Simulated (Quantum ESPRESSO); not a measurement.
# BAs (F-43m) in Quantum ESPRESSO: a series of runs, part 2 of 2

Quantum ESPRESSO 7.5. The steps go on from the part before.

### 3 Band structure, PBE, spin-orbit coupling, no magnetisation

File pw.in:

```
&CONTROL
  calculation = 'scf'
  prefix = 'pwscf'
  outdir = './tmp'
  pseudo_dir = './pseudo'
  tprnfor = .true.
  tstress = .true.
  disk_io = 'low'
/
&SYSTEM
  ibrav = 0
  A = 3.37784909
  nat = 2
  ntyp = 2
  ecutwfc = 84
  nbnd = 30
  occupations = 'smearing'
  smearing = 'fd'
  degauss = 0.00367493
  noncolin = .true.
  lspinorb = .true.
/
&ELECTRONS
  conv_thr = 4d-10
  electron_maxstep = 120
  mixing_beta = 0.5
/
ATOMIC_SPECIES
As    74.9216 As.upf
B     10.8100 B.upf
CELL_PARAMETERS alat
   0.0000000000    0.7071067820    0.7071067820
   0.7071067820    0.0000000000    0.7071067820
   0.7071067820    0.7071067820    0.0000000000
ATOMIC_POSITIONS alat
As     1.0606601730    1.0606601730    1.0606601730
B      0.0000000000    0.0000000000    0.0000000000
K_POINTS automatic
10 10 10 0 0 0
```

File bands.in:

```
&CONTROL
  calculation = 'bands'
  prefix = 'pwscf'
  outdir = './tmp'
  pseudo_dir = './pseudo'
  disk_io = 'low'
  verbosity = 'high'
/
&SYSTEM
  ibrav = 0
  A = 3.37784909
  nat = 2
  ntyp = 2
  ecutwfc = 84
  nbnd = 30
  occupations = 'smearing'
  smearing = 'fd'
  degauss = 0.00367493
  noncolin = .true.
  lspinorb = .true.
/
&ELECTRONS
  conv_thr = 1d-08
  electron_maxstep = 120
  mixing_beta = 0.5
  diago_full_acc = .true.
  startingwfc = 'random'
/
ATOMIC_SPECIES
As    74.9216 As.upf
B     10.8100 B.upf
CELL_PARAMETERS alat
   0.0000000000    0.7071067820    0.7071067820
   0.7071067820    0.0000000000    0.7071067820
   0.7071067820    0.7071067820    0.0000000000
ATOMIC_POSITIONS alat
As     1.0606601730    1.0606601730    1.0606601730
B      0.0000000000    0.0000000000    0.0000000000
K_POINTS crystal
60
 0.0000000000  0.0000000000  0.0000000000 1
 0.0625000000  0.0000000000  0.0625000000 1
 0.1250000000  0.0000000000  0.1250000000 1
 0.1875000000  0.0000000000  0.1875000000 1
 0.2500000000  0.0000000000  0.2500000000 1
 0.3125000000  0.0000000000  0.3125000000 1
 0.3750000000  0.0000000000  0.3750000000 1
 0.4375000000  0.0000000000  0.4375000000 1
 0.5000000000  0.0000000000  0.5000000000 1
 0.5000000000  0.0625000000  0.5625000000 1
 0.5000000000  0.1250000000  0.6250000000 1
 0.5000000000  0.1875000000  0.6875000000 1
 0.5000000000  0.2500000000  0.7500000000 1
 0.4375000000  0.3125000000  0.7500000000 1
 0.3750000000  0.3750000000  0.7500000000 1
 0.3375000000  0.3375000000  0.6750000000 1
 0.3000000000  0.3000000000  0.6000000000 1
 0.2625000000  0.2625000000  0.5250000000 1
 0.2250000000  0.2250000000  0.4500000000 1
 0.1875000000  0.1875000000  0.3750000000 1
 0.1500000000  0.1500000000  0.3000000000 1
 0.1125000000  0.1125000000  0.2250000000 1
 0.0750000000  0.0750000000  0.1500000000 1
 0.0375000000  0.0375000000  0.0750000000 1
 0.0000000000  0.0000000000  0.0000000000 1
 0.0625000000  0.0625000000  0.0625000000 1
 0.1250000000  0.1250000000  0.1250000000 1
 0.1875000000  0.1875000000  0.1875000000 1
 0.2500000000  0.2500000000  0.2500000000 1
 0.3125000000  0.3125000000  0.3125000000 1
 0.3750000000  0.3750000000  0.3750000000 1
 0.4375000000  0.4375000000  0.4375000000 1
 0.5000000000  0.5000000000  0.5000000000 1
 0.5250000000  0.4500000000  0.5250000000 1
 0.5500000000  0.4000000000  0.5500000000 1
 0.5750000000  0.3500000000  0.5750000000 1
 0.6000000000  0.3000000000  0.6000000000 1
 0.6250000000  0.2500000000  0.6250000000 1
 0.5833333333  0.2500000000  0.6666666667 1
 0.5416666667  0.2500000000  0.7083333333 1
 0.5000000000  0.2500000000  0.7500000000 1
 0.5000000000  0.2857142857  0.7142857143 1
 0.5000000000  0.3214285714  0.6785714286 1
 0.5000000000  0.3571428571  0.6428571429 1
 0.5000000000  0.3928571429  0.6071428571 1
 0.5000000000  0.4285714286  0.5714285714 1
 0.5000000000  0.4642857143  0.5357142857 1
 0.5000000000  0.5000000000  0.5000000000 1
 0.4821428571  0.4821428571  0.5357142857 1
 0.4642857143  0.4642857143  0.5714285714 1
 0.4464285714  0.4464285714  0.6071428571 1
 0.4285714286  0.4285714286  0.6428571429 1
 0.4107142857  0.4107142857  0.6785714286 1
 0.3928571429  0.3928571429  0.7142857143 1
 0.3750000000  0.3750000000  0.7500000000 1
 0.6250000000  0.2500000000  0.6250000000 1
 0.5937500000  0.1875000000  0.5937500000 1
 0.5625000000  0.1250000000  0.5625000000 1
 0.5312500000  0.0625000000  0.5312500000 1
 0.5000000000  0.0000000000  0.5000000000 1
```

Potentials or basis: PseudoDojo 0.4 FR PBE standard.

Command:

```bash
> OMP_NUM_THREADS=1 pw.x -in pw.in > pw.out
> OMP_NUM_THREADS=1 pw.x -in bands.in > bands.out
```

pw.out:

```text
This program is part of the open-source Quantum ESPRESSO suite
     for quantum simulation of materials; please cite
[... 9 lines left out ...]
     --------------------
     sticks:   dense  smooth     PW     G-vecs:    dense   smooth      PW
     Sum         955     955    283                19195    19195    3143

     Using Slab Decomposition

     bravais-lattice index     =            0
     lattice parameter (alat)  =       6.3832  a.u.
     unit-cell volume          =     183.9087 (a.u.)^3
     number of atoms/cell      =            2
     number of atomic types    =            2
     number of electrons       =        18.00
     number of Kohn-Sham states=           30
     kinetic-energy cutoff     =      84.0000  Ry
     charge density cutoff     =     336.0000  Ry
     scf convergence threshold =      4.0E-10
     mixing beta               =       0.5000
     number of iterations used =            8  plain     mixing
     Exchange-correlation= PBE
                           (   1   4   3   4   0   0   0)
     Non magnetic calculation with spin-orbit

     celldm(1)=   6.383210  celldm(2)=   0.000000  celldm(3)=   0.000000
     celldm(4)=   0.000000  celldm(5)=   0.000000  celldm(6)=   0.000000

     crystal axes: (cart. coord. in units of alat)
               a(1) = (   0.000000   0.707107   0.707107 )
               a(2) = (   0.707107   0.000000   0.707107 )
               a(3) = (   0.707107   0.707107   0.000000 )

     reciprocal axes: (cart. coord. in units 2 pi/alat)
               b(1) = ( -0.707107  0.707107  0.707107 )
               b(2) = (  0.707107 -0.707107  0.707107 )
               b(3) = (  0.707107  0.707107 -0.707107 )

     PseudoPot. # 1 for As read from file:
     As.upf
     Pseudo is Norm-conserving + core correction, Zval = 15.0
     Generated using ONCVPSP code by D. R. Hamann
     Using radial grid of 1358 points, 10 beta functions with:
                l(1) =   0
                l(2) =   0
                l(3) =   1
                l(4) =   1
                l(5) =   1
                l(6) =   1
                l(7) =   2
                l(8) =   2
                l(9) =   2
               l(10) =   2

     PseudoPot. # 2 for B  read from file:
     B.upf
     Pseudo is Norm-conserving + core correction, Zval =  3.0
     Generated using ONCVPSP code by D. R. Hamann
     Using radial grid of 1534 points,  6 beta functions with:
                l(1) =   0
                l(2) =   0
                l(3) =   1
                l(4) =   1
                l(5) =   1
                l(6) =   1

     atomic species   valence    mass     pseudopotential
     As               15.00    74.92160     As( 1.00)
     B                 3.00    10.81000     B ( 1.00)

     24 Sym. Ops. (no inversion) found

   Cartesian axes

     site n.     atom                  positions (alat units)
         1        As     tau(   1) = (   1.0606602   1.0606602   1.0606602  )
         2        B      tau(   2) = (   0.0000000   0.0000000   0.0000000  )

     number of k points=    47  Fermi-Dirac smearing, width (Ry)=  0.0037
                       cart. coord. in units 2pi/alat
        k(    1) = (   0.0000000   0.0000000   0.0000000), wk =   0.0010000
        k(    2) = (   0.0707107   0.0707107  -0.0707107), wk =   0.0080000
        k(    3) = (   0.1414214   0.1414214  -0.1414214), wk =   0.0080000
        k(    4) = (   0.2121320   0.2121320  -0.2121320), wk =   0.0080000
        k(    5) = (   0.2828427   0.2828427  -0.2828427), wk =   0.0080000
        k(    6) = (  -0.3535534  -0.3535534   0.3535534), wk =   0.0040000
[... 39 lines left out ...]
        k(   46) = (  -0.0707107  -0.3535534   0.6363961), wk =   0.0240000
        k(   47) = (  -0.7071068   0.2828427   0.0000000), wk =   0.0120000

     Dense  grid:    19195 G-vectors     FFT dimensions: (  40,  40,  40)

     Initial potential from superposition of free atoms

     starting charge      17.9995, renormalised to      18.0000
     Starting wfcs are   26 randomized atomic wfcs +    4 random wfcs

     Self-consistent Calculation

     iteration #  1     ecut=    84.00 Ry     beta= 0.50
     Davidson diagonalization with overlap
     ethr =  1.00E-02,  avg # of iterations =  5.4

     Threshold (ethr) on eigenvalues was too large:
     Diagonalizing with lowered threshold

     Davidson diagonalization with overlap
     ethr =  8.44E-04,  avg # of iterations =  1.1

     total energy              =    -217.93958974 Ry
     estimated scf accuracy    <       0.15313480 Ry
[... 50 lines left out ...]
     iteration #  9     ecut=    84.00 Ry     beta= 0.50
     Davidson diagonalization with overlap
     ethr =  4.56E-12,  avg # of iterations =  2.2

     End of self-consistent calculation

          k = 0.0000 0.0000 0.0000 (  2421 PWs)   bands (ev):

   -24.9721 -24.9721 -24.9721 -24.9721 -24.2534 -24.2534 -24.2413 -24.2413
   -24.2413 -24.2413  -4.0511  -4.0511  11.2032  11.2032  11.4108  11.4108
    11.4108  11.4108  14.4973  14.4973  14.7118  14.7118  14.7118  14.7118
    16.0344  16.0344  20.9534  20.9534  24.5127  24.5127
[... 206 lines left out ...]
   -24.9689 -24.9689 -24.9652 -24.9652 -24.2479 -24.2479 -24.2386 -24.2386
   -24.2332 -24.2332   0.1288   0.1288   2.8293   2.8293   7.2061   7.2061
     7.3378   7.3378  12.7990  12.7990  12.8041  12.8041  22.6556  22.6556
    22.8102  22.8102  24.2358  24.2358  28.5969  28.5969

          k = 0.2828 0.1414 0.0000 (  2398 PWs)   bands (ev):

   -24.9714 -24.9705 -24.9692 -24.9688 -24.2503 -24.2498 -24.2413 -24.2410
   -24.2385 -24.2378  -2.9769  -2.9764   7.2267   7.2947   8.4267   8.5295
     9.9362  10.0037  14.4000  14.4353  16.2842  16.3840  17.4143  17.5381
    17.7086  17.7289  21.6008  21.6147  24.0376  24.0909
[... 101 lines left out ...]
   -24.9689 -24.9675 -24.9665 -24.9649 -24.2476 -24.2444 -24.2386 -24.2370
   -24.2369 -24.2351   0.2718   0.2720   3.2038   3.2726   5.9204   6.0532
     6.2492   6.2670  15.8749  15.9105  16.2238  16.2252  19.1012  19.2483
    19.3053  19.3355  23.6928  23.7006  26.8336  27.0896

     the Fermi energy is    11.9484 ev

!    total energy              =    -217.96811735 Ry
     estimated scf accuracy    <          4.3E-11 Ry
     smearing contrib. (-TS)   =      -0.00000001 Ry
     internal energy E=F+TS    =    -217.96811734 Ry

     The total energy is F=E-TS. E is the sum of the following terms:
     one-electron contribution =    -102.07981921 Ry
     hartree contribution      =      60.95298443 Ry
     xc contribution           =     -49.99915982 Ry
     ewald contribution        =    -126.84212275 Ry

     convergence has been achieved in   9 iterations

     Forces acting on atoms (cartesian axes, Ry/au):

     atom    1 type  1   force =     0.00000000    0.00000000    0.00000000
     atom    2 type  2   force =     0.00000000   -0.00000000   -0.00000000

     Total force =     0.000000     Total SCF correction =     0.000000

     Computing stress (Cartesian axis) and pressure

          total   stress  (Ry/bohr**3)                   (kbar)     P=       27.94
   0.00018992  -0.00000000   0.00000000           27.94       -0.00        0.00
   0.00000000   0.00018992  -0.00000000            0.00       27.94       -0.00
  -0.00000000   0.00000000   0.00018992           -0.00        0.00       27.94

=------------------------------------------------------------------------------=
   JOB DONE.
=------------------------------------------------------------------------------=
```

Wall time 3.7 min (1 thread of Arm Neoverse V2, shared host); peak memory 0.18 GiB.

What came out:

```
Free energy             : -2965.6073 eV
Pressure                : 2.8 GPa
Band gap on the k mesh  : 1.13 eV, indirect (least direct gap 3.09 eV)
Band gap along the path : 1.14 eV, indirect (least direct gap 3.09 eV)
```

Levels at the corners of the path, in eV from the valence-band top:
| point | band 16 | band 17 | band 18 | band 19 | band 20 | band 21 |
| --- | --- | --- | --- | --- | --- | --- |
| Γ | 0.00 | 0.00 | 0.00 | 3.09 | 3.09 | 3.30 |
| X | -4.20 | -4.07 | -4.07 | 1.39 | 1.39 | 1.39 |
| W | -5.48 | -5.25 | -5.23 | 5.21 | 5.22 | 5.88 |
| K | -5.96 | -3.55 | -3.54 | 1.99 | 2.00 | 5.48 |
| Γ | 0.00 | 0.00 | 0.00 | 3.09 | 3.09 | 3.30 |
| L | -1.96 | -1.81 | -1.81 | 2.64 | 2.64 | 4.70 |
| U | -5.96 | -3.55 | -3.54 | 1.99 | 2.00 | 5.48 |
| W | -5.48 | -5.25 | -5.23 | 5.21 | 5.22 | 5.88 |
| L | -1.96 | -1.81 | -1.81 | 2.64 | 2.64 | 4.70 |
| K | -5.96 | -3.55 | -3.54 | 1.99 | 2.00 | 5.48 |
| U | -5.96 | -3.55 | -3.54 | 1.99 | 2.00 | 5.48 |
| X | -4.20 | -4.07 | -4.07 | 1.39 | 1.39 | 1.39 |

PBE gaps usually lie below the measured ones, often by a third to a half.
